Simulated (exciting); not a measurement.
# Electron–core-hole interaction in the K K spectrum of KTaO3, part 2 of 2

Aim: the K K absorption edge of KTaO3 with the electron–hole interaction treated explicitly, and what each term of the kernel does.

exciting sodium; X-ray absorption, core-level Bethe-Salpeter equation, exchange and statically screened direct term, Tamm-Dancoff, all-electron LAPW+lo PBEsol.

So far. Step 3 (A richer basis for the empty states): Against the first ground state the total energy moves by -8 meV an atom and the gap by 0.00 eV.

## Step 4: Screening, kernels and BSE for K atom 2

The absorber has 12 O at 2.82 Å (cuboctahedral, site symmetry m-3m).

input.xml reads:

```
<input>
  <title>KTaO3</title>
  <structure speciespath="." autormt="false" epslat="1.0e-5">
    <crystal>
      <basevect>7.5367947015 0.0000000000 0.0000000000</basevect>
      <basevect>0.0000000000 7.5367947015 0.0000000000</basevect>
      <basevect>0.0000000000 0.0000000000 7.5367947015</basevect>
    </crystal>
    <species speciesfile="Ta.xml" rmt="2.119">
      <atom coord="0.0000000000 0.0000000000 0.0000000000"/>
    </species>
    <species speciesfile="K.xml" rmt="2.331">
      <atom coord="0.5000000000 0.5000000000 0.5000000000"/>
    </species>
    <species speciesfile="O.xml" rmt="1.536">
      <atom coord="0.0000000000 0.0000000000 0.5000000000"/>
      <atom coord="0.0000000000 0.5000000000 0.0000000000"/>
      <atom coord="0.5000000000 0.0000000000 0.0000000000"/>
    </species>
  </structure>
  <groundstate do="skip" xctype="GGA_PBE_SOL" ngridk="4 4 4" rgkmax="7" gmaxvr="14" nempty="8" swidth="0.001" maxscl="100" epsengy="1e-5"/>
  <xs xstype="BSE" ngridk="4 4 4" ngridq="4 4 4" vkloff="0.097 0.273 0.493" rgkmax="7" nempty="38" gqmax="3" lmaxapwwf="5" lmaxemat="2" broad="0.01654" tevout="true">
    <energywindow intv="128.569 130.186" points="439"/>
    <screening screentype="full" nempty="58"/>
    <BSE xas="true" xasspecies="2" xasatom="1" xasedge="K" bsetype="singlet" nstlxas="1 34"/>
    <qpointset>
      <qpoint>0 0 0</qpoint>
    </qpointset>
    <plan>
      <doonly task="xsgeneigvec"/>
      <doonly task="writepmatxs"/>
      <doonly task="scrgeneigvec"/>
      <doonly task="scrwritepmat"/>
      <doonly task="screen"/>
      <doonly task="scrcoulint"/>
      <doonly task="exccoulint"/>
    </plan>
  </xs>
</input>
```

input.xml for the last start (plan only) reads:

```
  <plan>
    <doonly task="bse"/>
  </plan>
```

Started as:

```console
OMP_NUM_THREADS=1 mpirun -n 2 exciting
OMP_NUM_THREADS=2 exciting
```

Numbers of over 12 decimals in the logs are rounded to 6 here.

Log:

```text
| EXCITING SODIUM started for task xsgeneigvec ( 301)                          =
One-shot GS runs for BSE calculations
One-shot GS runs for k+qmt/2 grids
Info(xsgeneigvec): Generating eigenvectors for Q-point      1
Info(xsgeneigvec): Generation of eigenvectors finished
| EXCITING SODIUM started for task writepmatxs ( 320)                          =
Info(writepmatxs): Momentum matrix elements finished
| EXCITING SODIUM started for task scrgeneigvec ( 401)                         =
One-shot GS runs for BSE calculations
One-shot GS runs for k+qmt/2 grids
Info(xsgeneigvec): Generating eigenvectors for Q-point      1
Using screening GS parameters.
Info(xsgeneigvec): Generation of eigenvectors finished
| EXCITING SODIUM started for task scrwritepmat ( 420)                         =
Info(writepmatxs): Momentum matrix elements finished
Info(scrwritepmat): Momentum matrix elements for screening finished
| EXCITING SODIUM started for task screen ( 430)                               =
Info(screenlauncher): Calculating screening for unshifted q-grid.
Info(screenlauncher): Number of q points:      10
Info(screenlauncher): lowest (partially)  unoccupied state:     28
Info(screenlauncher): highest (partially) occupied state  :     27
Info(screenlauncher): number of occupied states considered:   27
Info(screenlauncher): number of unoccupied states considered:   59
Info(screenlauncher): Starting loop over q-points
Info(screenlauncher): Screening for unshifted q-grid finished
Info(screenlauncher): Screening finished
| EXCITING SODIUM started for task scrcoulint ( 440)                           =
Info(scrcoulintlauncher): Setting up screened Coulomb interaction matrix W.
Info(scrcoulintlauncher): Using momentum transfer vectors from list :   1 to  1
Info(scrcoulintlauncher): Calculating screened Coulomb interaction matrix W
Info(scrcoulintlauncher): Momentum transfer list index: iqmt=  1
Info(scrcoulintlauncher): Momentum transfer: vqmtl=   0.000   0.000   0.000
Info(scrcoulintlauncher): Calculating RR block of W
Info(scrcoulint): Inspecting occupations...
Info(setranges_modxs): Number of non-reduced k-points:       64
Info(setranges_modxs): Number of states considered:       66
Info(setranges_modxs): Number of (partially) occupied states:       10
Info(setranges_modxs): Highest (partially) occupied states:       27
Info(setranges_modxs): Number of (partially) unoccupied states:       39
Info(setranges_modxs): Lowest (partially) unoccupied states:       28
Info(scrcoulint): Selecting transitions...
Info(select_transitions): Inspecting transitions in the  band interval:
  lowest occupied state:   1
  highest occupied state:   2
  lowest unoccupied state:  28
  highest unoccupied state:  61
  Opening gap with a scissor of:      0.000/H      0.000/eV
Info(select_transitions): Number of participating transitions:    4352
Info(scrcoulint): Size of file SCCLI will be about     0.143318 GB
Info(scrcoulint): Using q-grid
Info(scrcoulint): Number of reduced q-points:     10
Info(scrcoulint): Number of non-reduced q-points:     64
Info(scrcoulint): Calculating W(G1,G2,qr) fourier coefficients
Info(scrcoulint): Calculating W matrix elements
Info(scrcoulintlauncher): Screened coulomb interaction finished for iqmt=   1
| EXCITING SODIUM started for task exccoulint ( 441)                           =
Info(exccoulintlauncher): Setting up exchange interaction matrix V.
Info(exccoulintlauncher): Using momentum transfer vectors from list :   1 to  1
Info(exccoulintlauncher):Calculating exchange interaction matrix V
Info(exccoulintlauncher): Momentum transfer list index: iqmt=  1
Info(exccoulintlauncher): Momentum transfer: vqmtl=   0.000   0.000   0.000
Info(exccoulintlauncher): Calculating RR block of V
Info(exccoulint): Inspecting occupations...
Info(setranges_modxs): Number of non-reduced k-points:       64
Info(setranges_modxs): Number of states considered:       66
Info(setranges_modxs): Number of (partially) occupied states:       10
Info(setranges_modxs): Highest (partially) occupied states:       27
Info(setranges_modxs): Number of (partially) unoccupied states:       39
Info(setranges_modxs): Lowest (partially) unoccupied states:       28
Info(exccoulint): Selecting transitions...
Info(select_transitions): Inspecting transitions in the  band interval:
  lowest occupied state:   1
  highest occupied state:   2
  lowest unoccupied state:  28
  highest unoccupied state:  61
  Opening gap with a scissor of:      0.000/H      0.000/eV
Info(select_transitions): Number of participating transitions:    4352
Info(exccoulint): Size of file EXCLI will be about     0.143318 GB
Info(exccoulint): Generating plane wave matrix elements for momentum transfer iqmt=   1
  Timing (in seconds)	   :    1034.202
Info(exccoulint): Generating V matrix elements
Info(exccoulint): Zeroing Coulomb potential at G+qmt index:  1
Info(exccoulintlauncher): Exchange interaction finished for iqmt=   1
| EXCITING SODIUM started for task bse ( 445)                                  =
Info(bselauncher): Init time:    1.910509
Info(bselauncher): Setting up and diagonalizing BSE Hamiltonian.
Info(bselauncher): Using momentum transfer vectors from list :   1 to  1
Info(bselauncher): Distributing qmt-points over   1 processes.
Info(bselauncher): BSE type: singlet
Info(bselauncher): Momentum transfer list index: iqmt=  1
Info(bselauncher): Momentum transfer: vqmtl=   0.000   0.000   0.000
Info(bse): Inspecting occupations...
Info(setranges_modxs): Number of non-reduced k-points:       64
Info(setranges_modxs): Number of states considered:       66
Info(setranges_modxs): Number of (partially) occupied states:       10
Info(setranges_modxs): Highest (partially) occupied states:       27
Info(setranges_modxs): Number of (partially) unoccupied states:       39
Info(setranges_modxs): Lowest (partially) unoccupied states:       28
Info(select_transitions): Inspecting transitions in the  band interval:
  lowest occupied state:   1
  highest occupied state:   2
  lowest unoccupied state:  28
  highest unoccupied state:  61
  Opening gap with a scissor of:      0.000/H      0.000/eV
Info(select_transitions): Number of participating transitions:    4352
Info(bse): Selecting transitions...
Info(bse):bsegap (eV):  3510.748431
Info(bse): Assembling BSE matrix
  RR/RA blocks of global BSE-Hamiltonian:
  Size of the Hamiltonian:    4352
  Number of k-points:      64
  Distributing matrix to   1 processes
  Local matrix shape   4352 x  4352
Info(bse): max local RAM needed for BSE matrices ~     0.282227 GB
Info(setup_bse_block): Setting up RR part of hamiltonian
Info(setup_bse_block): Singlet spin state
Info(bse): Diagonalizing RR Hamiltonian (TDA)
Info(bse): Invoking Lapack routine ZHEEVR
      4352 eigen solutions found in the interval:
         i1=       1 i2=    4352
Info(bse): Writing excition energies and oscillator strengths to text file.
Info(makespectrum_dist): Making spectrum using formula for coupling with time reversed AR basis.
Info(makespectrum_dist): Using formalism for vanishing momentum transfer.
Info(writederived): Writing quantities derived from the macroscopic dielectric function.
Info(bselauncher): Spectrum finished for iqmt=  1
Info(bselauncher): All done for BSE type singlet
```

Run time: 41 min. Hardware: 2 MPI ranks of Arm Neoverse V1, shared host.

Wall time by task: xsgeneigvec 35 s, writepmatxs 18 s, scrgeneigvec 33 s, scrwritepmat 8.7 s, screen 6.2 min, scrcoulint 15 min, exccoulint 17 min, bse 76 s.

The K K spectrum of K atom 2 (energy from the Kohn–Sham onset, core level to the lowest empty state found on the meshes used, 3510.55 eV; the ground-state mesh sets it, and the shifted mesh has its lowest transition 0.20 eV above it; Im ε scaled to the maximum of the singlet run; cut below the end of the band set):

```
E (eV)  Im ε
   0.0  0.02
   0.5  0.02
   1.0  0.03
   1.5  0.05
   2.0  0.06
   2.5  0.08
   3.0  0.07
   3.5  0.09
   4.0  0.13
   4.5  0.24
   5.0  0.44
   5.5  0.56
   6.0  0.66
   6.5  0.62
   7.0  0.54
   7.5  0.52
   8.0  0.58
   8.5  0.57
   9.0  0.60
   9.5  0.80
  10.0  0.98
  10.5  0.69
  11.0  0.57
  11.5  0.49
  12.0  0.47
  12.5  0.43
  13.0  0.30
  13.5  0.22
  14.0  0.17
  14.5  0.13
  15.0  0.11
  15.5  0.11
  16.0  0.11
  16.5  0.12
  17.0  0.12
  17.5  0.12
  18.0  0.12
  18.5  0.13
  19.0  0.12
  19.5  0.11
  20.0  0.11
  20.5  0.12
  21.0  0.12
  21.5  0.14
  22.0  0.16
  22.5  0.20
  23.0  0.23
  23.5  0.24
  24.0  0.19
  24.5  0.15
  25.0  0.19
  25.5  0.25
```

Maxima (height): 6.1 eV (0.68), 8.1 eV (0.59), 9.9 eV (1.00) and 23.4 eV (0.24).

The Hamiltonian has 4352 rows. The lowest groups of eigenvalues and the brightest ones, on the scale above (the program counts from the shifted mesh's onset, 0.20 eV higher). Core spinors bring spin-forbidden partners, so dark means forbidden by spin or by symmetry, and the shifted mesh splits states that symmetry would keep together:

```
energy (eV)  states within 10 meV  relative strength
     -0.315                     2               dark
     -0.223                     2               dark
     -0.109                     2               dark
     -0.066                     2               dark
     -0.034                     2               dark
      0.012                     2               dark
      4.429                     2              0.052
      5.105                     2               0.23
      5.524                     4               0.23
      6.126                     2               0.23
      9.702                     4               0.23
      9.783                     2               0.47
      9.957                     2               1.00
     10.840                     4               0.51
```

## Step 5: Independent particles

input.xml, as its differences from that of step 4:

```diff
@@ -24,3 +24,3 @@
     <screening screentype="full" nempty="58"/>
-    <BSE xas="true" xasspecies="2" xasatom="1" xasedge="K" bsetype="singlet" nstlxas="1 34"/>
+    <BSE xas="true" xasspecies="2" xasatom="1" xasedge="K" bsetype="IP" nstlxas="1 34"/>
     <qpointset>
@@ -29,9 +29,3 @@
     <plan>
-      <doonly task="xsgeneigvec"/>
-      <doonly task="writepmatxs"/>
-      <doonly task="scrgeneigvec"/>
-      <doonly task="scrwritepmat"/>
-      <doonly task="screen"/>
-      <doonly task="scrcoulint"/>
-      <doonly task="exccoulint"/>
+      <doonly task="bse"/>
     </plan>
```

Started as:

```console
OMP_NUM_THREADS=2 exciting
```

Log:

```text
| EXCITING SODIUM started for task bse ( 445)                                  =
Info(bselauncher): Init time:    1.916445
Info(bselauncher): Setting up and diagonalizing BSE Hamiltonian.
Info(bselauncher): Using momentum transfer vectors from list :   1 to  1
Info(bselauncher): Distributing qmt-points over   1 processes.
Info(bselauncher): BSE type: IP
Info(bselauncher): Momentum transfer list index: iqmt=  1
Info(bselauncher): Momentum transfer: vqmtl=   0.000   0.000   0.000
Info(bse): Inspecting occupations...
Info(setranges_modxs): Number of non-reduced k-points:       64
[...]
highest unoccupied state:  61
  Opening gap with a scissor of:      0.000/H      0.000/eV
Info(select_transitions): Number of participating transitions:    4352
Info(bse): Selecting transitions...
Info(bse):bsegap (eV):  3510.748431
Info(bse): IP requested, nothing much to do
Info(bse): Writing excition energies and oscillator strengths to text file.
Info(makespectrum_dist): Making spectrum using formula for coupling with time reversed AR basis.
Info(makespectrum_dist): Using formalism for vanishing momentum transfer.
Info(writederived): Writing quantities derived from the macroscopic dielectric function.
Info(bselauncher): Spectrum finished for iqmt=  1
Info(bselauncher): All done for BSE type IP
```

It took 3 s on 2 threads.

Maxima (height): 11.9 eV (0.59), 13.7 eV (0.94), 19.2 eV (0.20) and 24.2 eV (0.32). Against the singlet run the r.m.s. difference is 83 %. Moving the earlier curve by +3.9 eV leaves 35 %. The highest maximum lies at 13.7 eV (0.94), against 9.9 eV (1.00).

## Step 6: Exchange alone

input.xml, as its differences from that of step 5:

```diff
@@ -24,3 +24,3 @@
     <screening screentype="full" nempty="58"/>
-    <BSE xas="true" xasspecies="2" xasatom="1" xasedge="K" bsetype="IP" nstlxas="1 34"/>
+    <BSE xas="true" xasspecies="2" xasatom="1" xasedge="K" bsetype="RPA" nstlxas="1 34"/>
     <qpointset>
```

Started as:

```console
OMP_NUM_THREADS=2 exciting
```

Log:

```text
| EXCITING SODIUM started for task bse ( 445)                                  =
Info(bselauncher): Init time:    1.907162
Info(bselauncher): Setting up and diagonalizing BSE Hamiltonian.
Info(bselauncher): Using momentum transfer vectors from list :   1 to  1
Info(bselauncher): Distributing qmt-points over   1 processes.
Info(bselauncher): BSE type: RPA
Info(bselauncher): Momentum transfer list index: iqmt=  1
Info(bselauncher): Momentum transfer: vqmtl=   0.000   0.000   0.000
Info(bse): Inspecting occupations...
Info(setranges_modxs): Number of non-reduced k-points:       64
[...]
Info(setup_bse_block): Setting up RR part of hamiltonian
Info(setup_bse_block): Using RPA approximation
Info(bse): Diagonalizing RR Hamiltonian (TDA)
Info(bse): Invoking Lapack routine ZHEEVR
      4352 eigen solutions found in the interval:
         i1=       1 i2=    4352
Info(bse): Writing excition energies and oscillator strengths to text file.
Info(makespectrum_dist): Making spectrum using formula for coupling with time reversed AR basis.
Info(makespectrum_dist): Using formalism for vanishing momentum transfer.
Info(writederived): Writing quantities derived from the macroscopic dielectric function.
Info(bselauncher): Spectrum finished for iqmt=  1
Info(bselauncher): All done for BSE type RPA
```

Run time: 76 s. Hardware: 2 threads.

Maxima (height): 11.9 eV (0.59), 13.7 eV (0.94), 19.2 eV (0.20) and 24.2 eV (0.32). The spectrum is that of the independent-particle run within 1 %.

## Step 7: Another input

In this try the input is made faulty on purpose, to show what that does.

input.xml, as its differences from that of step 6:

```diff
@@ -21,6 +21,6 @@
   <groundstate do="skip" xctype="GGA_PBE_SOL" ngridk="4 4 4" rgkmax="7" gmaxvr="14" nempty="8" swidth="0.001" maxscl="100" epsengy="1e-5"/>
-  <xs xstype="BSE" ngridk="4 4 4" ngridq="4 4 4" vkloff="0.097 0.273 0.493" rgkmax="7" nempty="38" gqmax="3" lmaxapwwf="5" lmaxemat="2" broad="0.01654" tevout="true">
+  <xs xstype="BSE" ngridk="4 4 4" ngridq="4 4 4" vkloff="0.097 0.273 0.493" rgkmax="7" nempty="38" gqmax="0.6" lmaxapwwf="5" lmaxemat="2" broad="0.01654" tevout="true">
     <energywindow intv="128.569 130.186" points="439"/>
     <screening screentype="full" nempty="58"/>
-    <BSE xas="true" xasspecies="2" xasatom="1" xasedge="K" bsetype="RPA" nstlxas="1 34"/>
+    <BSE xas="true" xasspecies="2" xasatom="1" xasedge="K" bsetype="singlet" nstlxas="1 34"/>
     <qpointset>
@@ -29,3 +29,6 @@
     <plan>
-      <doonly task="bse"/>
+      <doonly task="xsgeneigvec"/>
+      <doonly task="screen"/>
+      <doonly task="scrcoulint"/>
+      <doonly task="exccoulint"/>
     </plan>
```

Started as:

```console
OMP_NUM_THREADS=1 mpirun -n 2 exciting
```

Log:

```text
| EXCITING SODIUM started for task xsgeneigvec ( 301)                          =
One-shot GS runs for BSE calculations
One-shot GS runs for k+qmt/2 grids
Info(xsgeneigvec): Generating eigenvectors for Q-point      1
Info(xsgeneigvec): Generation of eigenvectors finished
| EXCITING SODIUM started for task screen ( 430)                               =
Info(screenlauncher): Calculating screening for unshifted q-grid.
Info(screenlauncher): Number of q points:      10
Info(screenlauncher): lowest (partially)  unoccupied state:     28
Info(screenlauncher): highest (partially) occupied state  :     27
Info(screenlauncher): number of occupied states considered:   27
Info(screenlauncher): number of unoccupied states considered:   59
Info(screenlauncher): Starting loop over q-points
malloc(): unsorted double linked list corrupted
Program received signal SIGABRT: Process abort signal.
signal 6 (Aborted).
```

Run time: 2 min. Hardware: 2 MPI ranks.

The run ended with an error.

What this input changed: cutoff of the kernels (bohr⁻¹) from 3 to 0.6.

## Step 8: The levels of theory side by side

```
  level  curve passes 0.15 (eV)  highest maximum (eV)  its height
     IP                     6.7                  13.7        0.94
    RPA                     6.7                  13.7        0.94
singlet                     4.2                   9.9        1.00
```

```
E (eV)    IP   RPA  singlet
   0.0  0.01  0.01     0.02
   1.0  0.01  0.01     0.03
   2.0  0.02  0.02     0.06
   3.0  0.03  0.03     0.07
   4.0  0.03  0.03     0.13
   5.0  0.04  0.04     0.44
   6.0  0.10  0.10     0.66
   7.0  0.18  0.18     0.54
   8.0  0.22  0.22     0.58
   9.0  0.24  0.24     0.60
  10.0  0.23  0.23     0.98
  11.0  0.44  0.44     0.57
  12.0  0.59  0.59     0.47
  13.0  0.72  0.72     0.30
  14.0  0.92  0.92     0.17
  15.0  0.51  0.51     0.11
  16.0  0.27  0.27     0.11
  17.0  0.22  0.22     0.12
  18.0  0.20  0.20     0.12
  19.0  0.20  0.20     0.12
  20.0  0.17  0.17     0.11
  21.0  0.16  0.16     0.12
  22.0  0.15  0.15     0.16
  23.0  0.20  0.20     0.23
  24.0  0.32  0.32     0.19
  25.0  0.22  0.22     0.19
```

## Step 9: Outcome

```
absorber and edge   : K K, atom 2
surroundings        : 12 O at 2.82 Å (cuboctahedral, site symmetry m-3m)
first bright state  : 4.43 eV from the Kohn–Sham onset, on this mesh
highest maximum     : 9.9 eV
cost of the BSE run : 41 min on 2 MPI ranks of Arm Neoverse V1, shared host; the last task ran on as many threads
```

**Reading.** Is a core exciton bound? No bright one: the first bright state (over 5 % of the brightest) lies at 4.43 eV from the Kohn–Sham onset and at 4.23 eV from the lowest bare transition of its own mesh; weaker or dark states reach down to -0.32 eV. Exchange alone changes the independent-particle spectrum by 0.1 % r.m.s. Binding energies aren't converged on 64 k points, and fine structure above the first lines is partly noise of the mesh. Exchange and the short-range direct term aren't converged in the kernel cutoff. The zero comes from the unshifted 4×4×4 ground-state mesh; it is exact only where the band minimum lies on that mesh. The Kohn–Sham onset, 3511 eV, is no photon energy (tabulated edge of the element: 3608.4 eV): the scale needs a rigid shift. No quasiparticle correction widens the gap or stretches the bands. Vibrations and energy-dependent lifetimes are left out. The structure is a published determination, not relaxed.

[Banner, clock and machine lines of the logs are left out without a mark of their own.]

[Logs are printed without paths, hosts, clocks, repeated set-up lines and the standing remarks that a program may print on its own settings, such as how far it seeks lower states.]

[Hosts, paths, dates, database ids (printed as entryN), source tags and the programs' standing remarks are cut or masked in the printed files.]
